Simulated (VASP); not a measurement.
Runs of VASP 6.6.1 on Si. It takes space group Fd-3m (No. 227, cubic). The conventional cell has a = 5.444 Å, b = 5.444 Å, c = 5.444 Å, α = 90.00°, β = 90.00°, γ = 90.00°. Si (site symmetry -43m) is surrounded by 4 Si at 2.36 Å. 

```csv
level,screening parameter,exchange at q = 0,share of exact exchange,gap on the mesh (eV),pressure (GPa)
HSE06,0.2 1/A,-,-,1.32,-0.5
r2SCAN-EpsX,-,truncated,0.0711,1.25,-0.5
PBE0,-,truncated,-,(a),-0.7
HSE03,-,-,-,(b),-0.3
```

Alike in all rows: task band structure; potentials or basis VASP PAW PBE potentials, release 64 (Si); no spin polarisation; cell as given; k mesh 6 × 6 × 6; cutoff (eV) 520; smearing gaussian 0.02 eV.

Estimate the missing entries.

(a) 1.97; (b) 1.15.

Caveats: the PAW data sets were made with another functional, which shifts forces and pressure a little; the mesh misses the band edges, which the band path finds closer together.

Runs at the PBE level aren't shown here.
